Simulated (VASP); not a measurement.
Write the native input for VASP 6.6.1 that does the following.

```yaml
Task: single point
Functional: PBEsol
Potentials_or_basis: VASP PAW PBE potentials, release 64 (Cu)
Cutoff: 520 eV
k_mesh: 16 × 16 × 5
Occupations: fermi-dirac, width 0.1 eV
Spin: no spin polarisation
Dipole_correction: no
Further_INCAR_settings: ALGO = Normal; EDIFF = 1e-06; NBANDS = 30
```

The structure of Cu lies in POSCAR:

```
Cu
1.0
    2.5202818665      0.0000000000      0.0000000000
   -1.2601409332      2.1826281211      0.0000000000
    0.0000000000      0.0000000000      8.2331784202
Cu
4
Direct
    1.0000000000      1.0000000000      0.0000000000
    1.0000000000      1.0000000000      0.5000000000
    0.3333333333      0.6666666667      0.2500000000
    0.6666666667      0.3333333333      0.7500000000
```

This isn't the form of Cu at room conditions, which is fcc.

The input as run:

INCAR

```
ALGO = Normal
EDIFF = 1E-6
ENCUT = 520
GGA = PS
ISIF = 2
ISMEAR = -1
LASPH = True
LCHARG = False
LREAL = False
LWAVE = False
NBANDS = 30
NELM = 100
PREC = Accurate
SIGMA = 0.1
```

KPOINTS

```
k-points
0
Gamma
  16 16 5
```

Potentials or basis: VASP PAW PBE potentials, release 64 (Cu).

Launch:

```bash
$ cat potpaw_PBE.64/Cu/POTCAR > POTCAR
$ mpirun -np 1 vasp_std > vasp.out
```

It gave:

| Property | Result |
| --- | --- |
| Pressure | 0.9 GPa |
| Band gap on the k mesh | none (metal or under the smearing width) |

Caveat: the PAW data sets were made with another functional, which shifts forces and pressure a little.

It took 59 s on 1 thread of Intel(R) Xeon(R) Platinum 8488C (Sapphire Rapids), with other jobs on the host, peak memory 0.22 GiB.
